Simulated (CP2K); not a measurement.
Runs of CP2K 2026.2 on Se. All rows change the cell; the cell of one of them follows. The structure is trigonal, space group P3_121 (No. 152). The conventional cell has a = 4.366 Å, b = 4.366 Å, c = 4.954 Å, α = 90.00°, β = 90.00°, γ = 120.00°. Se (site symmetry 2) has 2 Se at 2.37 Å as nearest neighbours. 

| cell | gap on the mesh (eV) | pressure (GPa) | largest force (eV/Å) |
| --- | --- | --- | --- |
| strain_c = 0 | 1.20 | 3.6 | 0.63 |
| strain_c = -0.02 | 1.13 | (b) | 0.91 |
| strain_c = 0.02 | 1.07 | 2.0 | 0.38 |
| strain_c = -0.04 | (a) | 7.5 | 1.22 |
| strain_c = 0.06 | 0.85 | -0.8 | 0.03 |

Alike in all rows: task band structure; level PBE; potentials or basis POTENTIAL_UZH Se GTH-PBE-q6; TZVP-MOLOPT-PBE-GTH basis; no spin polarisation; k mesh 7 × 7 × 6; smearing fermi-dirac 0.05 eV.

Q: Estimate the missing entries.

A: (a) 1.06; (b) 5.5.

Caveats: the basis of atomic orbitals isn't converged, which shifts pressures, moduli and gaps; the mesh misses the band edges, which the band path finds closer together (some runs); forces of over 1 eV/Å show positions far from the minimum, so gaps and moduli don't describe the material at rest (some runs).

A k mesh can miss the band edges, and the runs leave out spin-orbit coupling on Se.
